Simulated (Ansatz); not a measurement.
# Al2ZnO4: the cell at several levels of theory

The task here is to estimate one member of a computed series from the others.

Program: Ansatz 0.2.0. PAW datasets, plane waves, zero pressure. Computed at 0 K without zero-point motion; spin polarisation is off.

### The structure to begin with

Space group Fd-3m (No. 227), cubic; a = 8.085 Å in the conventional setting, 9.44 Å³ an atom. Around Al lie 6 O at 1.91 Å; around Zn lie 4 O at 1.95 Å; around O lie 3 Al at 1.91 Å and 1 Zn at 1.95 Å.

Coordinates:

```cif
data_structure
_symmetry_space_group_name_H-M 'Fd-3m:1'
_symmetry_Int_Tables_number 227
_cell_length_a 8.0854
_cell_length_b 8.0854
_cell_length_c 8.0854
_cell_angle_alpha 90.000
_cell_angle_beta 90.000
_cell_angle_gamma 90.000
_cell_volume 528.57
loop_
_atom_site_label
_atom_site_type_symbol
_atom_site_symmetry_multiplicity
_atom_site_Wyckoff_symbol
_atom_site_fract_x
_atom_site_fract_y
_atom_site_fract_z
_atom_site_occupancy
Al1 Al 16 d 0.12500 0.62500 0.12500 1
Zn1 Zn 8 a 0.25000 0.25000 0.25000 1
O1 O 32 e 0.38940 0.38940 0.38940 1
```

Set-up of the first run:

File input.yaml:

```yaml
crystal:
  lattice:
    - [0.0, 4.0427, 4.0427]
    - [4.0427, 0.0, 4.0427]
    - [4.0427, 4.0427, 0.0]
  atoms:
    - { symbol: Al, position: [0.125, 0.125, 0.125] }
    - { symbol: Al, position: [0.625, 0.125, 0.125] }
    - { symbol: Al, position: [0.125, 0.125, 0.625] }
    - { symbol: Al, position: [0.125, 0.625, 0.125] }
    - { symbol: Zn, position: [0.75, 0.75, 0.75] }
    - { symbol: Zn, position: [0.5, 0.5, 0.5] }
    - { symbol: O, position: [0.8894, 0.8894, 0.8894] }
    - { symbol: O, position: [0.9182, 0.3606, 0.3606] }
    - { symbol: O, position: [0.8894, 0.8894, 0.3318] }
    - { symbol: O, position: [0.3606, 0.9182, 0.3606] }
    - { symbol: O, position: [0.3318, 0.8894, 0.8894] }
    - { symbol: O, position: [0.3606, 0.3606, 0.3606] }
    - { symbol: O, position: [0.8894, 0.3318, 0.8894] }
    - { symbol: O, position: [0.3606, 0.3606, 0.9182] }
kpoints:
  mp_grid: { grid: [6, 6, 6] }
hamiltonian:
  xc: pbe
scf:
  occupations: { method: fermi_dirac, width: 0.02 }
relax:
  f_tol: 0.005
  cell: {}
```

The run is started by

```bash
$ ansatz run input.yaml --threads 8 --pin off --max-ram 20275MiB --backend cpu --events-out ev --progress --plain --runs-dir out
```

Among the steps run: PBE: cell and atoms; Relaxation with r2SCAN; Relaxation with PBEsol; Relaxation with LDA.

One table of the session follows, with a row left open; its other results are not shown here.

It belongs to the step «The cells side by side». 

```
 level  a (Å)  volume (Å³/atom)
   PBE  8.172             9.745
r2SCAN  8.079             9.415
PBEsol  8.091             9.458
   LDA      ?                 ?
```

Q: Estimate the row for LDA from the others.

As computed: a (Å): 8.006; volume (Å³/atom): 9.162. In the column «a (Å)» it is the lowest.

The first relaxation changed the volume by +3.2 % from the start. The volume runs from LDA (least) to PBE (most), a spread of 6.4 %, or 2.1 % in length if all axes shared it alike.
